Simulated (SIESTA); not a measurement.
# Ag (Fm-3m) in SIESTA: further runs, part 2 of 2

SIESTA 5.4.2.

## Step 3: Relaxation of cell and atoms, vdW-DF-C09

Input file run.py:

```python
from ase.io import read
from ase.calculators.siesta import Siesta
from ase.units import Ry, GPa
from ase.optimize import BFGS
from ase.filters import FrechetCellFilter

atoms = read("Ag.cif")

fdf = {
    'SCFMustConverge': False,
    'OccupationFunction': 'FD',
    'ElectronicTemperature': '0.05 eV',
    'MaxSCFIterations': '120',
    'SCF.Mixer.Method': 'Pulay',
    'SCF.Mixer.Weight': '0.25',
    'SCF.Mixer.History': '8',
    'SCF.DM.Tolerance': '5.0e-05',
    'SCF.H.Tolerance': '1.0e-03 eV',
    'WriteForces': 'true',
    'Charge.Mulliken': 'end',
    'PAO.Basis': ['Ag.1 5', 'n=4 0 2', '  2.721 0.000', 'n=5 0 2', '  8.001 0.000', 'n=4 1 2', '  3.101 0.000', 'n=5 1 1', '  8.001', 'n=4 2 2', '  5.129 0.000'],
}
calc = Siesta(
    label="Ag",
    command="siesta < PREFIX.fdf > PREFIX.out",
    pseudo_path="pseudos",
    pseudo_qualifier="",
    xc=('VDW', 'C09'),
    basis_set="DZP",
    mesh_cutoff=800 * Ry,
    energy_shift=0.003 * Ry,
    kpts=[5, 5, 5],
    spin="non-polarized",
    fdf_arguments=fdf,
)
atoms.calc = calc

opt = BFGS(FrechetCellFilter(atoms), trajectory="relax.traj")
converged = opt.run(fmax=0.02, steps=40)
print("converged:", converged)
print("cell (A):", atoms.cell.cellpar().round(5))
print("scaled positions:")
print(atoms.get_scaled_positions().round(6))
print(f"energy = {atoms.get_potential_energy():.6f} eV")
free = atoms.get_potential_energy(force_consistent=True)
print(f"free energy = {free:.6f} eV")
print("forces (eV/A):")
print(atoms.get_forces(apply_constraint=False).round(6))
print("stress (GPa, Voigt order, tension positive):", (atoms.get_stress() / GPa).round(4))
```

Ag.cif is that of step 2.

Potentials or basis: PseudoDojo 0.4 standard (PBE files), DZP (energy shift 0.003 Ry; two zetas on semicore shells).

Launch:

```bash
$ python run.py
```

What it wrote:

```text
Job completed
      Step     Time          Energy          fmax
BFGS:    0   -16868.871831        0.095161
Job completed
BFGS:    1   -16868.872211        0.083129
Job completed
BFGS:    2   -16868.873357        0.002661
converged: True
cell (A): [ 4.07453  4.07453  4.07453 90.      90.      90.     ]
scaled positions:
[[0.  0.  0. ]
 [0.  0.5 0.5]
 [0.5 0.  0.5]
 [0.5 0.5 0. ]]
energy = -16868.855890 eV
free energy = -16868.873357 eV
forces (eV/A):
[[ 0.  0. -0.]
 [ 0.  0. -0.]
 [ 0.  0. -0.]
 [ 0.  0.  0.]]
stress (GPa, Voigt order, tension positive): [-0.0252 -0.0252 -0.0252  0.     -0.      0.    ]
```

Ag.fdf:

```text
SystemName	Ag
SystemLabel	Ag

Charge.Mulliken	end
ElectronicTemperature	0.05 eV
MaxSCFIterations	120
OccupationFunction	FD
%block PAO.Basis
Ag.1 5
n=4 0 2
  2.721 0.000
n=5 0 2
  8.001 0.000
n=4 1 2
  3.101 0.000
n=5 1 1
  8.001
n=4 2 2
  5.129 0.000
%endblock PAO.Basis
SCF.DM.Tolerance	5.0e-05
SCF.H.Tolerance	1.0e-03 eV
SCF.Mixer.History	8
SCF.Mixer.Method	Pulay
SCF.Mixer.Weight	0.25
SCFMustConverge	False
WriteForces	true

Spin	non-polarized
XC.functional	VDW
XC.authors	C09

MeshCutoff	10884.554409746897	eV
PAO.EnergyShift	0.040817079036550866	eV

NumberOfSpecies	1
NumberOfAtoms	4
%block ChemicalSpecieslabel
    1 47 Ag.1 Ag.1.psml
%endblock ChemicalSpecieslabel

%block PAO.BasisSizes
    Ag.1	DZP
%endblock PAO.BasisSizes

LatticeConstant	1.0 Ang
%block LatticeVectors
    4.0745335641701645 0.0 0.0
    3.2794994270148184e-21 4.0745335641701645 0.0
    0.0 0.0 4.0745335641701645
%endblock LatticeVectors
AtomicCoordinatesFormat	Ang
%block AtomicCoordinatesAndAtomicSpecies
    0.0 0.0 0.0 1
    1.6397497135074064e-21 2.0372667820850787 2.0372667820850787 1
    2.0372667820850787 -1.5309294147300505e-21 2.0372667820850787 1
    2.0372667820850787 2.0372667820850787 -6.338266715944586e-21 1
%endblock AtomicCoordinatesAndAtomicSpecies
%block DM.InitSpin
%endblock DM.InitSpin

DM.UseSaveDM	True

#KPoint grid
%block kgrid_Monkhorst_Pack
     5       0       0  0.0
     0       5       0  0.0
     0       0       5  0.0
%endblock kgrid_Monkhorst_Pack
```

Ag.out:

```text
Version         : 5.4.2

[... 6 lines left out ...]
 NOTE: Please see the manual for full details and compatibility measures.

reinit: Reading from standard input
reinit: Dumping input in INPUT_TMP.64049
************************** Dump of input data file ****************************
SystemName	Ag
SystemLabel	Ag
Charge.Mulliken	end
ElectronicTemperature	0.05 eV
MaxSCFIterations	120
OccupationFunction	FD
%block PAO.Basis
Ag.1 5
n=4 0 2
  2.721 0.000
n=5 0 2
  8.001 0.000
n=4 1 2
  3.101 0.000
n=5 1 1
  8.001
n=4 2 2
  5.129 0.000
%endblock PAO.Basis
SCF.DM.Tolerance	5.0e-05
[... 551 lines left out ...]
siesta:           0.00015736          0.00015736  eV/Ang**3
siesta:           0.25212369          0.25212369  kBar

Basis Enthalpy Calculation:
    Basis Pressure for species 1(Ag.1) :      0.2000000 GPa

    Orbital volume contribution        =           4.364905 eV
    (Free)E + p_basis*V_orbitals       =      -16864.508452 eV
    (Free)Eharris+ p_basis*V_orbitals  =      -16864.508452 eV

mulliken: Atomic and Orbital Populations:

Species: Ag.1
Atom  Qatom  Qorb
               4s      4s      5s      5s      4py     4pz     4px     4py
               4pz     4px     5py     5pz     5px     4dxy    4dyz    4dz2
               4dxz    4dx2-y2 4dxy    4dyz    4dz2    4dxz    4dx2-y2
   1 19.000   1.910   0.042   0.648  -0.069   1.943   1.943   1.943   0.065
              0.065   0.065   0.248   0.248   0.248   1.905   1.905   1.925

              1.905   1.925   0.024   0.024   0.030   0.024   0.030
   2 19.000   1.910   0.042   0.648  -0.069   1.943   1.943   1.943   0.065
              0.065   0.065   0.248   0.248   0.248   1.905   1.905   1.925
[... 5 lines left out ...]
              1.905   1.925   0.024   0.024   0.030   0.024   0.030
   4 19.000   1.910   0.042   0.648  -0.069   1.943   1.943   1.943   0.065
              0.065   0.065   0.248   0.248   0.248   1.905   1.905   1.925

              1.905   1.925   0.024   0.024   0.030   0.024   0.030

mulliken: Qtot =       76.000

Mulliken Atomic Populations:
Atom #   charge [q] valence [e]  Species
     1    -0.000000   19.000000  Ag.1
     2     0.000000   19.000000  Ag.1
     3    -0.000000   19.000000  Ag.1
     4     0.000000   19.000000  Ag.1
 Total     0.000000

Job completed
```

It took 5.8 min on 1 thread of Intel Xeon Platinum 8259CL at 2.50GHz (Skylake/Cascade Lake), shared host; peak memory 0.57 GiB.

What came out:

```
Free energy                            : -16868.8734 eV
Relaxed volume                         : 16.91 Å³/atom
Relaxed cell                           : a = 4.075 Å, b = 4.075 Å, c = 4.075 Å, α = 90.00°, β = 90.00°, γ = 90.00°
Space group after relaxing (to 0.05 Å) : Fm-3m (No. 225)
Energy gained by relaxing              : 0.4 meV/atom
Ionic steps                            : 3
Pressure after relaxing                : 0.0 GPa
Band gap on the k mesh                 : none (metal or under the smearing width)
```

The path:
```tsv
step	energy change (eV)	largest force (eV/Å)	pressure (GPa)	volume (Å³)
1	0.0000	0.0000	-0.89	68.19
2	-0.0004	0.0000	-0.78	68.12
3	-0.0014	0.0000	0.03	67.64
```

Final structure:
```
CELL_PARAMETERS angstrom
4.07453 0.00000 0.00000
0.00000 4.07453 0.00000
0.00000 0.00000 4.07453
ATOMIC_POSITIONS crystal
Ag 0.00000 0.00000 0.00000
Ag 0.00000 0.50000 0.50000
Ag 0.50000 0.00000 0.50000
Ag 0.50000 0.50000 0.00000
```

Levels at points of the mesh, in eV from the Fermi level:
```
           k point  band 35  band 36  band 37  band 38  band 39  band 40  band 41  band 42
(0.00, 0.00, 0.00)    -2.56    -2.56    -2.56     1.84     1.84     1.84     8.23     8.23
```

Caveat: short orbitals over semicore shells can move pressures by several GPa; the potentials were made for another functional, which shifts forces and pressure; the basis of atomic orbitals isn't converged, which shifts pressures, moduli and gaps.
